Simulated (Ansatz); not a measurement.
Here is an Ansatz 0.2.0 calculation.

The input input:

```
crystal:
  lattice:
    - [0.0, 2.3, 2.3]
    - [2.3, 0.0, 2.3]
    - [2.3, 2.3, 0.0]
  atoms:
    - { symbol: Zr, position: [0.5, 0.5, 0.5] }
    - { symbol: "N", position: [0.0, 0.0, 0.0] }
hamiltonian:
  xc: { exchange: pbe, correlation: pbe, exx: { coeff: 0.25, omega: 0.1 } }
  pseudopotentials: { kind: paw }
kpoints:
  mp_grid: { grid: [5, 5, 5] }
scf:
  occupations: { method: fermi_dirac, width: 0.05 }
output:
  forces: true
  stress: true
  eigenvalues: true
  write_density: true
  write_potential: true
  elf: true
  volumetric_format: npy
```

Task: Estimate the pressure.

Result: -6.9 GPa.

Task: Estimate the band gap on the k mesh.

Result: None (metal or under the smearing width).

Caveat: the k mesh is coarse (spacing up to 0.47 Å⁻¹), so the values aren't converged, least of all with exact exchange; the PAW data sets come from PBE, with cores solved anew for the run's functional, which leaves a small shift of forces and pressure; the thresholds are loose for stress.
